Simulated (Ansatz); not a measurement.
# Be16H: the cost of one run

All numbers below are computed with Ansatz 0.2.0 (DFT PBE, plane waves, PAW, scalar-relativistic, no spin polarisation).

**1. The system as given**

The cell holds 17 atoms (Be16H): a = 4.580 Å, b = 3.966 Å, c = 7.177 Å, α = 90.00°, β = 90.00°, γ = 90.00°.

The coordinates stand in the first input below.

**2. Relaxing end A**

input.yaml reads:

```yaml
crystal:
  lattice:
    - [-2.29, -3.966396, 0.0]
    - [3.435, -1.983198, 0.0]
    - [0.0, 0.0, 7.17686]
  atoms:
    - { symbol: Be, position: [0.75, 0.5, 0.0] }
    - { symbol: Be, position: [0.5, 0.3333333, 0.25] }
    - { symbol: Be, position: [0.75, 0.5, 0.5] }
    - { symbol: Be, position: [0.5, 0.3333333, 0.75] }
    - { symbol: Be, position: [0.5, 0.0, 0.0] }
    - { symbol: Be, position: [0.25, 0.8333333, 0.25] }
    - { symbol: Be, position: [0.5, 0.0, 0.5] }
    - { symbol: Be, position: [0.25, 0.8333333, 0.75] }
    - { symbol: Be, position: [0.25, 0.5, 0.0] }
    - { symbol: Be, position: [0.0, 0.3333333, 0.25] }
    - { symbol: Be, position: [0.25, 0.5, 0.5] }
    - { symbol: Be, position: [0.0, 0.3333333, 0.75] }
    - { symbol: Be, position: [0.0, 0.0, 0.0] }
    - { symbol: Be, position: [0.75, 0.8333333, 0.25] }
    - { symbol: Be, position: [0.0, 0.0, 0.5] }
    - { symbol: Be, position: [0.75, 0.8333333, 0.75] }
    - { symbol: H, position: [0.7580952, 0.1707239, 0.37729] }
basis:
  ecutwfc: 420.0
kpoints:
  mp_grid: { grid: [4, 4, 3] }
hamiltonian:
  xc: pbe
scf:
  occupations: { method: gaussian, width: 0.1 }
  lower_state_search: "off"
relax:
  f_tol: 0.03
  max_steps: 60
  adjacent_minimum: "off"
```

The run is started by

```sh
ansatz run input.yaml --threads 1 --pin off --max-ram 3072MiB --backend cpu --events-out ev --progress --plain --runs-dir out
```

Q: Estimate wall time and peak memory on 1 thread of Arm Neoverse V2, shared host.

About 19 s, with a peak of 0.36 GiB.
